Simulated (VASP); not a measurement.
Runs of VASP 6.6.1 on AlN. The structure is cubic, space group F-43m (No. 216). Conventional cell: a = 4.368 Å, b = 4.368 Å, c = 4.368 Å, α = 90.00°, β = 90.00°, γ = 90.00°. Around Al (site symmetry -43m) lie 4 N at 1.89 Å. N (site symmetry -43m) is surrounded by 4 Al at 1.89 Å. Measurements of this composition are mostly on another form, of space group No. 186.

```csv
task,level,k mesh,smearing,ladder,grid for exact exchange (PRECFOCK),exchange at q = 0,screening parameter,gap on the mesh (eV),pressure (GPa)
single point,PBE,10 × 10 × 10,fermi-dirac 0.05 eV,-,-,-,-,3.32,4.6
band structure,PBE0,8 × 8 × 8,gaussian 0.02 eV,gaps,Fast,truncated,-,5.29,-0.5
band structure,HSE06,8 × 8 × 8,gaussian 0.02 eV,gaps,Fast,-,0.2 1/A,(c),-0.6
band structure,HSE03,8 × 8 × 8,gaussian 0.02 eV,gaps,Fast,-,-,(a),(b)
```

Alike in all rows: potentials or basis VASP PAW PBE potentials, release 64 (Al, N); no spin polarisation; cell as given; cutoff (eV) 520.

Q: Estimate the missing entries.

A: (a) 4.33; (b) -0.3; (c) 4.58.

Caveats: the PAW data sets were made with another functional, which shifts forces and pressure a little (some runs).

A k mesh can miss the band edges.

Not every run made on this cell is shown here.
